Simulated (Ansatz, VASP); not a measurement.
## Two plane-wave programs on BaS

File INCAR:

```
ALGO     = Normal         # electronic algorithm
EDIFF    = 1E-7           # SCF threshold, eV
ENCUT    = 520            # plane-wave cutoff, eV
ISIF     = 2              # what is computed and relaxed
ISMEAR   = 0              # smearing method
LASPH    = True           # aspherical terms in the spheres
LCHARG   = True           # write CHGCAR
LELF     = True           # ELF
LREAL    = False          # projectors in reciprocal space
LVHAR    = True         
LWAVE    = False          # write WAVECAR
NBANDS   = 15             # bands
NELM     = 60             # most SCF steps
PREC     = Accurate       # precision mode
SIGMA    = 0.05           # smearing width, eV
```

File KPOINTS:

```
k-points
0
Gamma
  6 6 6
```

POSCAR

```
BaS
1.0
    0.0000000000      3.1145158532      3.1145158532
    3.1145158532      0.0000000000      3.1145158532
    3.1145158532      3.1145158532      0.0000000000
Ba S
1 1
Direct
    0.5000000000      0.5000000000      0.5000000000
    0.0000000000      0.0000000000      0.0000000000
```

Input for Ansatz:

```yaml
crystal:
  lattice:
    - [0.0, 3.1145158532, 3.1145158532]
    - [3.1145158532, 0.0, 3.1145158532]
    - [3.1145158532, 3.1145158532, 0.0]
  atoms:
    - { symbol: Ba, position: [0.5, 0.5, 0.5] }
    - { symbol: S, position: [0.0, 0.0, 0.0] }
basis:
  ecutwfc: 420
  ecutrho_ratio: 4
kpoints:
  mp_grid: { grid: [6, 6, 6] }
hamiltonian:
  xc: lda
scf:
  occupations: { method: gaussian, width: 0.05 }
output:
  forces: true
  stress: true
  eigenvalues: true
```

Alike in both runs: task single point; functional LDA; k mesh 6 × 6 × 6; occupations gaussian, width 0.05 eV; no spin polarisation.

```csv
,VASP,Ansatz
version,VASP 6.6.1,Ansatz 0.2.0
potentials or method,"VASP PAW LDA potentials, release 64 (Ba_sv, S)","scalar-relativistic, plane waves, PAW"
plane-wave cutoff (eV),520,420
valence electrons in the cell,16,16
```

Ansatz gave:

| Quantity | Value |
| --- | --- |
| gap on the k mesh at the Fermi level (eV) | 1.88 |
| least direct gap on the mesh (eV) | 1.93 |
| pressure (GPa) | 1.1 |

Task: What did VASP give for the same quantities?

Result: gap on the k mesh at the Fermi level (eV): 1.75; least direct gap on the mesh (eV): 1.84; pressure (GPa): 1.9.

Caveats: spin-orbit coupling is left out, which moves the levels of the heavy elements. A k mesh can miss the band edges.
